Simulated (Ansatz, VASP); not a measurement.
NaH in VASP and in Ansatz

```
Na H
1.0
     0.00000    2.44000    2.44000
     2.44000    0.00000    2.44000
     2.44000    2.44000    0.00000
Na H
1 1
Direct
  0.97695 0.97695 0.02305
  0.50000 0.50000 0.50000
```

Change from the starting cell: all Na atoms moved +0.113 Å, as atom 1 towards its neighbour atom 2 (H) at 2.440 Å.

Alike in both runs: task single point; functional PBE; k mesh 8 × 8 × 8; occupations gaussian, width 0.05 eV; no spin polarisation.

```csv
,VASP,Ansatz
version,VASP 6.6.1,Ansatz 0.2.0
potentials or method,"VASP PAW PBE potentials, release 64 (Na_pv, H)","scalar-relativistic, plane waves, PAW"
plane-wave cutoff (eV),520,420
valence electrons in the cell,8,10
```

Ansatz gave:

```
gap on the k mesh at the Fermi level (eV)       : 3.71
least direct gap on the mesh (eV)               : 4.56
pressure (GPa)                                  : -0.6
largest component of the traceless stress (GPa) : 0.25
rms of the force components (eV/Å)              : 0.052
```

What did VASP give for the same quantities?

gap on the k mesh at the Fermi level (eV): 3.71; least direct gap on the mesh (eV): 4.55; pressure (GPa): -0.6; largest component of the traceless stress (GPa): 0.25; rms of the force components (eV/Å): 0.053.

Atom by atom the forces differ by 0.001 eV/Å (rms over components). The two sets of potentials don't hold the same shells in valence.

A k mesh can miss the band edges.
